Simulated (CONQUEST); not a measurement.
PbS:

```xyz
8
Lattice="4.1599 0.0000 0.0000 0.0000 4.2793 0.0000 0.0000 0.0000 11.9826" Properties=species:S:1:pos:R:3 pbc="T T T"
Pb    0.0000    1.0698    1.5645
Pb    2.0800    1.0698    7.5558
Pb    0.0000    3.2095   10.4181
Pb    2.0800    3.2095    4.4268
S     0.0000    1.0698    4.2514
S     2.0800    1.0698   10.2427
S     0.0000    3.2095    7.7312
S     2.0800    3.2095    1.7399
```

Measurements of this composition are mostly on another form, of space group No. 225.

Base run:

- Program: CONQUEST 1.3
- Functional: PBE
- Potentials or basis: PseudoDojo NC PBE, SZP, grid cutoff 120 Ha
- k mesh: 4 × 4 × 2
- Occupations: fermi-dirac, width 0.05 eV
- Spin: no spin polarisation

Its results: band gap on the k mesh 1.23 eV; pressure 2.6 GPa; largest force 0.404 eV/Å.

Problem. The run is repeated on the same cell with these changes: k mesh from 4 × 4 × 2 to 7 × 6 × 3. What comes out?

Solution. Band gap on the k mesh 1.13 eV; pressure 2.7 GPa; largest force 0.451 eV/Å.

Caveats: the atomic basis is small; spin-orbit coupling is left out, which as a rule narrows the gap of such compounds by several tenths of an eV; this functional lacks dispersion, which binds the layers, so the pressure and a relaxed spacing across them are unreliable; the basis of atomic orbitals isn't converged, which shifts pressures, moduli and gaps; the box holds several primitive cells, so bands are folded and the points are those of the box's own zone (some runs); an odd mesh through Γ misses points on the zone boundary, where band edges often lie (some runs).
